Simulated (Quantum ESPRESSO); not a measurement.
Consider BeS (F-43m).

```
CELL_PARAMETERS angstrom
0.00000 2.42500 2.42500
2.42500 0.00000 2.42500
2.42500 2.42500 0.00000
ATOMIC_POSITIONS crystal
S 0.75000 0.75000 0.75000
Be 0.00000 0.00000 0.00000
```

Absorber: atom 1, with 4 Be at 2.10 Å (tetrahedral, site symmetry -43m). Method: Quantum ESPRESSO XSpectra, PBEsol, full core hole (charged cell), 12-atom cell with 5.9 Å between holes, 5×4×5 k points, dipole transitions, Lorentzian half width 0.3 eV up to 4 eV, rising linearly to 2.5 eV at 25 eV (counted from xe0, 1.5 eV below the zero used here).

The database entry behind the starting cell differs from later determinations by our own check (0.1 to 0.3 % short, probably kX units), so it need not match the best structure at ambient conditions.

What does the S K edge look like?

Main maxima up to 24 eV above the zero (height): 3.6 eV (1.82) and 13.6 eV (0.99). A K edge sees empty p states on the absorber. The total-energy difference plus the lowest empty eigenvalue puts the zero at 2480.71 eV. One term is added: -16.94 eV, since the hole is spin-paired here and a spin-polarised one costs that much less in the free atom (computed apart). The photon energy is then 2463.77 eV. The functional and the charged cell's background leave an error in such absolute values: in the free atom PBEsol prices this hole 4.4 eV below PBE (computed apart), and PBE is itself good to a few eV.

The S K spectrum (energy from the lowest empty level; intensity scaled to a mean of 1 over the first 20 eV; the points at xe0, where the cut of filled states can leave a spike, are interpolated):

```tsv
E (eV)	intensity
-2.0	0.03
-1.5	0.04
-1.0	0.05
-0.5	0.06
0.0	0.09
0.5	0.14
1.0	0.27
1.5	0.45
2.0	0.81
2.5	1.37
3.0	1.61
3.5	1.81
4.0	1.79
4.5	1.66
5.0	1.52
5.5	1.49
6.0	1.39
6.5	1.30
7.0	1.24
7.5	1.19
8.0	1.11
8.5	1.07
9.0	1.05
9.5	1.03
10.0	1.01
10.5	0.98
11.0	0.96
11.5	0.94
12.0	0.93
12.5	0.94
13.0	0.97
13.5	0.99
14.0	0.98
14.5	0.95
15.0	0.90
15.5	0.86
16.0	0.82
16.5	0.80
17.0	0.77
17.5	0.75
18.0	0.73
18.5	0.71
19.0	0.69
19.5	0.67
20.0	0.66
20.5	0.65
21.0	0.65
21.5	0.65
22.0	0.65
22.5	0.65
23.0	0.66
23.5	0.66
24.0	0.67
24.5	0.67
25.0	0.68
25.5	0.69
26.0	0.69
26.5	0.69
27.0	0.69
27.5	0.69
28.0	0.69
28.5	0.70
29.0	0.71
29.5	0.73
30.0	0.75
30.5	0.77
31.0	0.78
31.5	0.79
32.0	0.80
```

The holes are only 5.9 Å apart, so the shape is probably not converged with cell size; no larger cell was run here. The structure is a published determination, not relaxed.

[Banner, clock and machine lines of the logs are left out without a mark of their own.]

[Logs are printed without paths, hosts, clocks, repeated set-up lines and the standing remarks that a program may print on its own settings, such as how far it seeks lower states.]

[Hosts, paths, dates, database ids (printed as entryN), source tags and the programs' standing remarks are cut or masked in the printed files.]

[Lists of maxima count a maximum above −3 eV only where it reaches 4 % of the highest in the window and stands out from its surroundings by 2 % of it (1.5 % where it reaches 55 %); shoulders and weaker maxima are passed over, and of the rest the first, up to two pre-edge ones and the few strongest are named.]
